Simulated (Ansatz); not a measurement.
AlNi3:

```
CELL_PARAMETERS angstrom
0.00000 2.80189 2.80189
2.80189 0.00000 2.80189
2.80189 2.80189 0.00000
ATOMIC_POSITIONS crystal
Ni 0.75000 0.75000 0.75000
Ni 0.00000 0.00000 0.00000
Ni 0.25000 0.25000 0.25000
Al 0.50000 0.50000 0.50000
```

The cell comes from a database or a generator and needn't be the stable form of this composition.

Base run:

```yaml
Program: Ansatz 0.2.0
Functional: LDA
Potentials_or_basis: all-electron LAPW, scalar-relativistic
Cutoff: 305 eV (chosen from the basis error)
Basis_error_allowed: 0.002 eV/atom
k_mesh: 8 × 8 × 8
Occupations: fermi-dirac, width 0.05 eV
Spin: collinear spin, ferromagnetic start
Starting_moments: "[1.0, 1.0, 1.0, 0.0] μB"
```

Its results: pressure -7.4 GPa; net moment 0.00 μB per cell.

**Question.** The run is repeated on the same cell with these changes: functional from LDA to PBEsol. What comes out?

**Answer.** Pressure -0.8 GPa; net moment 0.00 μB per cell.

PBEsol binds less tightly than LDA, so the same cell stands under more pressure.

Caveats: the starting moments weren't kept.
